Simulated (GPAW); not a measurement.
# Pd (Im-3m) in GPAW: single point with PBE

Aim: the single point of Pd with PBE.

Program: GPAW 26.7.0. These are calculated values, not measurements. Logs are shortened: lines on timing, memory, paths and dates and some standing lists are left out, and cuts for length are marked. The log counts tension as positive stress, the text compression.

### 1 Starting point

The structure is cubic, space group Im-3m (No. 229). The conventional cell has a = 3.145 Å, b = 3.145 Å, c = 3.145 Å, α = 90.00°, β = 90.00°, γ = 90.00°. Pd (site symmetry m-3m) is surrounded by 8 Pd at 2.72 Å.

This isn't the form of Pd at room conditions, which is fcc.

### 2 Single point, PBE

Input file run.py:

```python
from ase.dft.bandgap import bandgap
from ase.io import read, write
from ase.units import GPa
from gpaw import GPAW, PW

atoms = read('POSCAR')

calc = GPAW(mode=PW(450),
            xc='PBE',
            kpts={'size': (10, 10, 10), 'gamma': True},
            occupations={'name': 'fermi-dirac', 'width': 0.05},
            nbands=17,
            maxiter=120,
            txt='gpaw.txt')
atoms.calc = calc
energy = atoms.get_potential_energy()
forces = atoms.get_forces()
stress = atoms.get_stress()
calc.write('gs.gpw')
write('result.traj', atoms)
print(f'Energy: {energy:.6f} eV')
print('Forces (eV/A):')
print(forces.round(4))
print('Stress (GPa):', (stress / GPa).round(3))
print('Fermi level:', round(calc.get_fermi_level(), 4), 'eV')
print(f'Gap: {bandgap(calc)[0]:.4f} eV, direct: {bandgap(calc, direct=True)[0]:.4f} eV')
```

Input file POSCAR:

```
Pd
1.0
   -1.5722810000      1.5722810000      1.5722810000
    1.5722810000     -1.5722810000      1.5722810000
    1.5722810000      1.5722810000     -1.5722810000
Pd
1
Direct
    0.0000000000      0.0000000000      0.0000000000
```

Potentials or basis: GPAW PAW data sets (gpaw-data 1.2.1), pw.

The run is started by

```console
$ OMP_NUM_THREADS=1 python run.py
```

gpaw.txt:

```text
__  _  _
 | _ |_)|_||  |
 |__||  | ||/\| - 26.7.0

Input parameters:
  mode=PW(ecut=450.00000000000006),
  kpts=MonkhorstPack(size=(10, 10, 10), gamma=True),
  maxiter=120,
  nbands=17,
  occupations=Occupations(name='fermi-dirac', width=0.05),
  xc=XC(name='PBE')

Diagonalizing LCAO Hamiltonian
Converting LCAO to pw mode

       Pd

Atoms  # Å, Bohr magnetons
|   | symbol |        x |        y |        z |    initial magnetic moments |
|---|--------|----------|----------|----------|-----------------------------|
| 0 |     Pd | 0.000000 | 0.000000 | 0.000000 | ( 0.0000,  0.0000,  0.0000) |

Unit cell  # Å
| periodic |         x |         y |         z |  lengths |     angles |
|----------|-----------|-----------|-----------|----------|------------|
|      yes | -1.572281 |  1.572281 |  1.572281 | 2.723271 | 109.471221 |
|      yes |  1.572281 | -1.572281 |  1.572281 | 2.723271 | 109.471221 |
|      yes |  1.572281 |  1.572281 | -1.572281 | 2.723271 | 109.471221 |

Number of symmetries: 48
Symmetry operations  # r_c * U_cc + t_c -> r_c
|    | kind |            matrix            |
|----|------|------------------------------|
|  0 |  σ   |  1, 1, 1,  0, 0,-1,  0,-1, 0 |
|  1 |  C4  |  1, 1, 1,  0, 0,-1, -1, 0, 0 |
|  2 |  C2  |  1, 1, 1,  0,-1, 0,  0, 0,-1 |
|  3 |  S6  |  1, 1, 1,  0,-1, 0, -1, 0, 0 |
|  4 |  S6  |  1, 1, 1, -1, 0, 0,  0, 0,-1 |
|  5 |  C4  |  1, 1, 1, -1, 0, 0,  0,-1, 0 |
|  6 |  E   |  1, 0, 0,  0, 1, 0,  0, 0, 1 |
|  7 |  σ   |  1, 0, 0,  0, 1, 0, -1,-1,-1 |
|  8 |  σ   |  1, 0, 0,  0, 0, 1,  0, 1, 0 |
|  9 |  C3  |  1, 0, 0,  0, 0, 1, -1,-1,-1 |
| 10 |  C3  |  1, 0, 0, -1,-1,-1,  0, 1, 0 |
| 11 |  σ   |  1, 0, 0, -1,-1,-1,  0, 0, 1 |
| 12 |  σ   |  0, 1, 0,  1, 0, 0,  0, 0, 1 |
| 13 |  C2  |  0, 1, 0,  1, 0, 0, -1,-1,-1 |
| 14 |  C3  |  0, 1, 0,  0, 0, 1,  1, 0, 0 |
| 15 |  S4  |  0, 1, 0,  0, 0, 1, -1,-1,-1 |
| 16 |  S4  |  0, 1, 0, -1,-1,-1,  1, 0, 0 |
| 17 |  C3  |  0, 1, 0, -1,-1,-1,  0, 0, 1 |
| 18 |  C3  |  0, 0, 1,  1, 0, 0,  0, 1, 0 |
| 19 |  S4  |  0, 0, 1,  1, 0, 0, -1,-1,-1 |
| 20 |  σ   |  0, 0, 1,  0, 1, 0,  1, 0, 0 |
| 21 |  C3  |  0, 0, 1,  0, 1, 0, -1,-1,-1 |
| 22 |  C2  |  0, 0, 1, -1,-1,-1,  1, 0, 0 |
| 23 |  S4  |  0, 0, 1, -1,-1,-1,  0, 1, 0 |
| 24 |  C4  |  0, 0,-1,  1, 1, 1,  0,-1, 0 |
| 25 |  σ   |  0, 0,-1,  1, 1, 1, -1, 0, 0 |
| 26 |  S6  |  0, 0,-1,  0,-1, 0,  1, 1, 1 |
| 27 |  C2  |  0, 0,-1,  0,-1, 0, -1, 0, 0 |
| 28 |  C4  |  0, 0,-1, -1, 0, 0,  1, 1, 1 |
| 29 |  S6  |  0, 0,-1, -1, 0, 0,  0,-1, 0 |
| 30 |  S6  |  0,-1, 0,  1, 1, 1,  0, 0,-1 |
| 31 |  C4  |  0,-1, 0,  1, 1, 1, -1, 0, 0 |
| 32 |  C4  |  0,-1, 0,  0, 0,-1,  1, 1, 1 |
| 33 |  S6  |  0,-1, 0,  0, 0,-1, -1, 0, 0 |
| 34 |  σ   |  0,-1, 0, -1, 0, 0,  1, 1, 1 |
| 35 |  C2  |  0,-1, 0, -1, 0, 0,  0, 0,-1 |
| 36 |  C2  | -1, 0, 0,  1, 1, 1,  0, 0,-1 |
| 37 |  S6  | -1, 0, 0,  1, 1, 1,  0,-1, 0 |
| 38 |  S6  | -1, 0, 0,  0, 0,-1,  1, 1, 1 |
| 39 |  C2  | -1, 0, 0,  0, 0,-1,  0,-1, 0 |
| 40 |  C2  | -1, 0, 0,  0,-1, 0,  1, 1, 1 |
| 41 |  i   | -1, 0, 0,  0,-1, 0,  0, 0,-1 |
| 42 |  S4  | -1,-1,-1,  1, 0, 0,  0, 1, 0 |
| 43 |  C3  | -1,-1,-1,  1, 0, 0,  0, 0, 1 |
| 44 |  C3  | -1,-1,-1,  0, 1, 0,  1, 0, 0 |
| 45 |  σ   | -1,-1,-1,  0, 1, 0,  0, 0, 1 |
| 46 |  S4  | -1,-1,-1,  0, 0, 1,  1, 0, 0 |
| 47 |  C2  | -1,-1,-1,  0, 0, 1,  0, 1, 0 |

BZ-sampling:
  Number of BZ points: 1000
  Number of IBZ points: 47

  Monkhorst-Pack size: [10, 10, 10]
  Monkhorst-Pack shift: [0.05, 0.05, 0.05]

K-points  # in reciprocal-cell coordinates
|     |                                coordinates |     weight |
|-----|--------------------------------------------|------------|
|   0 | (  0.00000000,   0.00000000,   0.00000000) | 0.00100000 |
|   1 | (  0.10000000,   0.00000000,   0.00000000) | 0.01200000 |
|   2 | (  0.10000000,   0.10000000,  -0.10000000) | 0.00600000 |
|   3 | (  0.20000000,   0.00000000,  -0.10000000) | 0.02400000 |
|   4 | (  0.20000000,   0.00000000,   0.00000000) | 0.01200000 |
|   5 | (  0.20000000,   0.10000000,  -0.10000000) | 0.02400000 |
|   6 | (  0.20000000,   0.20000000,  -0.20000000) | 0.00600000 |
|   7 | (  0.30000000,  -0.10000000,  -0.10000000) | 0.00800000 |
|   8 | (  0.30000000,   0.00000000,  -0.10000000) | 0.04800000 |
|   9 | (  0.30000000,   0.00000000,   0.00000000) | 0.01200000 |
| ... |                                            |            |
|  46 | (  0.50000000,   0.50000000,   0.50000000) | 0.00100000 |

Plane wave coefficients: 370
Cutoff: 450.00000000000006 eV

Spin-components: 1 (collinear spins)
Bands:           17
Projectors:      6
Spin-degeneracy: 2
Datatype:        complex128

Parallelization:
  kpt:    1
  domain: 1
  band:   1

Density:
  Valence electrons: 16.0
  Components: 1
  Grid points: [14 14 14]
  Charge: 0.0  # |e|

Potential:
  Grid points: [14 14 14]

species:
  Pd:
    name:    Palladium
    Z:       46.0
    valence: 16
    core:    30
    charge:  0.0  # [|e|]
    compensation charges:
      type: gauss
      rc: 0.38  # [Å]
      lmax: 2
    cutoffs:
      filter: 2.38  # [Å]
      core: 2.28  # [Å]
    projectors
    | kind |    occ | energy [eV] | rcut [Å] |
    |------|--------|-------------|----------|
    |   5s |  0.000 |      -3.315 |    1.228 |
    |   4p |  6.000 |     -51.209 |    1.360 |
    |   5p |  0.000 |      -0.314 |    1.360 |
    |   4d | 10.000 |      -4.047 |    1.228 |
    |    s |        |      23.896 |    1.228 |
    |    d |        |      23.165 |    1.228 |

    Using partial waves for Pd as LCAO basis

Reference energy: -137227.490718  # eV

eigensolver:
  PPCG
  Converge bands: occupied
  niter=2

density mixing:
  MSR1-Mixer
  Pratt-step length: 0.05
  Maximum mixing coefficient: 0.75
  Old densities: 10
  SVD Regularization: 0.005
  Good broyden scale: 1.0
  Trust region scale: 1.0
  Backstep threshold: 4.0
  History deletion threshold: 6.0
  Fourier metric: weight=20.0, sigma=0.015

occupation numbers:
  Fermi-Dirac:
    width: 0.0500  # eV

poisson solver:
  ecut: 3600.0000000000005  # eV

xc functional:
  name: PBE with 2 nearest neighbor stencil

convergence criteria:
- Maximum [total energy] change in last 3 cyles: 0.0005 eV / valence electron
- Maximum integral of absolute [dens]ity change: 0.0001 electrons / valence electron
- Maximum integral of absolute [eigenst]ate change: 4e-08 eV^2 / valence electron
maximum number of iterations: 120

SCF iterations
|iter     | |      energy | eigst |  dens |
|---------|-|-------------|-------|-------|
|iter:   1| |   -4.801080 | -0.36 |       |
|iter:   2| |   -4.557618 | -2.64 | -0.98 |
|iter:   3| |   -3.838416 | -1.49 | -1.04 |
|iter:   4| |   -3.829362 | -3.49 | -1.93 |
|iter:   5| |   -3.826379 | -3.75 | -2.18 |
|iter:   6| |   -3.826378c| -6.29 | -3.46 |
|iter:   7| |   -3.826380c| -6.85 | -4.13c|
|iter:   8| |   -3.826380c| -7.55c| -4.83c|

Converged in 8 steps
Energy contributions relative to reference atoms: (reference = -137227.490718)

Energy contributions:
  Kinetic:          -3.759205
  Coulomb:          -1.007292
  Zero:             -0.152858
  External:          0.000000
  Xc:                1.098844
  Entropy:          -0.011735
  Spinorbit:         0.000000
  ----------------------------
  Free energy:      -3.832247
  Extrapolated:     -3.826380

dipole moment: (-4.654201, -4.654201, -4.654201)  # |e|*Ang

Fermi level: 8.666
Eigenvalues  # (at kpt = [0.000, 0.000, 0.000])
| band index |      eig [eV] | occ [0-2] |
|------------|---------------|-----------|
|          0 |       -40.852 |     2.000 |
|          1 |       -40.852 |     2.000 |
|          2 |       -40.852 |     2.000 |
|          3 |         1.918 |     2.000 |
|          4 |         5.928 |     2.000 |
|          5 |         5.928 |     2.000 |
[... 9 lines left out ...]
|         15 |        39.763 |     0.000 |
|         16 |        39.763 |     0.000 |

No gap
No difference between direct/indirect transitions

Forces  # eV/Ang
|       x |        y |       z |
|---------|----------|---------|
| 0.00000 | -0.00000 | 0.00000 |  # Pd   0

Stress tensor  # eV/Ang^3
|        x |        y |        z |
|----------|----------|----------|
| 0.011838 | 0.000000 | 0.000000 |
| 0.000000 | 0.011838 | 0.000000 |
| 0.000000 | 0.000000 | 0.011838 |

# Writing to gs.gpw (mode='')
```

It took 6.5 s on 1 thread of Arm Neoverse V1, shared host; peak memory 0.12 GiB.

What came out:

| Property | Result |
| --- | --- |
| Free energy | -3.8322 eV |
| Pressure | -1.9 GPa |
| Band gap on the k mesh | none (metal or under the smearing width) |

Levels at points of the mesh, in eV from the Fermi level:
```tsv
k point	band 5	band 6	band 7	band 8	band 9	band 10	band 11	band 12
(0.00, 0.00, 0.00)	-2.74	-2.74	-2.74	-0.90	-0.90	19.52	19.52	19.52
(0.50, 0.50, 0.00)	-3.85	-0.97	-0.69	0.54	1.46	7.53	15.21	17.98
(0.50, 0.50, 0.50)	-4.84	0.19	0.19	0.19	9.14	9.14	9.14	16.93
```

Caveat: the cutoff is short for stress and forces, so pressures can be off by a GPa or more.
